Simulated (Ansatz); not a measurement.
A series in volume per atom on HfO₂

All results are calculated (Ansatz 0.2.0). Periodic Kohn-Sham DFT of a crystal at fixed atoms; Kohn-Sham levels at symmetry points; band -1 is the highest filled and +1 the lowest empty one at that point, spin up along a +z start moment.

Cell of the first row (space group Fm-3m, No. 225):
```
CELL_PARAMETERS angstrom
0.00000 2.50530 2.50530
2.50530 0.00000 2.50530
2.50530 2.50530 0.00000
ATOMIC_POSITIONS crystal
Hf 0.00000 0.00000 0.00000
O 0.25000 0.25000 0.25000
O 0.75000 0.75000 0.75000
```

Settings of every row: method all-electron LAPW; functional PBE; relativity scalar; k mesh 9x9x9; filling fermi-dirac; smearing width 0.01 eV; basis error target 1 meV/atom; nucleus gaussian.

Atom start moment: 0 on all atoms.

Limits: no spin-orbit coupling on heavy atoms; semilocal functionals tend to give too small a gap.

| row | volume per atom (Å³) | band gap (eV) | smallest direct gap on path (eV) |
| --- | --- | --- | --- |
| 1 | 10.483 | 3.863 | 3.863 |
| 2 | 10.706 | 3.813 | 3.813 |
| 3 | 10.929 | 3.763 | 3.763 |
| 4 | 11.041 | 3.738 | 3.738 |
| 5 | 11.152 | 3.713 | 3.713 |
| 6 | 11.264 | 3.689 | 3.689 |
| 7 | 11.375 | ? | ? |
| 8 | 11.598 | 3.615 | 3.615 |
| 9 | 11.821 | 3.567 | 3.567 |

Question: what band gap should row 7 give?

Worked fit of band gap. Take t = volume per atom − 11, in Å³. The shown rows have t = -0.517, -0.294, -0.071, 0.041, 0.152, 0.264, 0.598, 0.821. Least squares give band gap = 3.7471 − 0.2225 × t + 0.0036 × t² eV; a straight line predicts inner rows, each left out in turn, worse (root mean square 0.0006 against 0.00036 eV). All shown rows lie on it to the printed digit. The withheld row has t = 0.375, so the fit gives 3.7471 − 0.2225 × (0.375) + 0.0036 × (0.375)² = 3.664 eV.

The calculation gave 3.664 eV. The fit meets it to the printed digit.

The other values of row 7: smallest direct gap on path 3.664 eV.
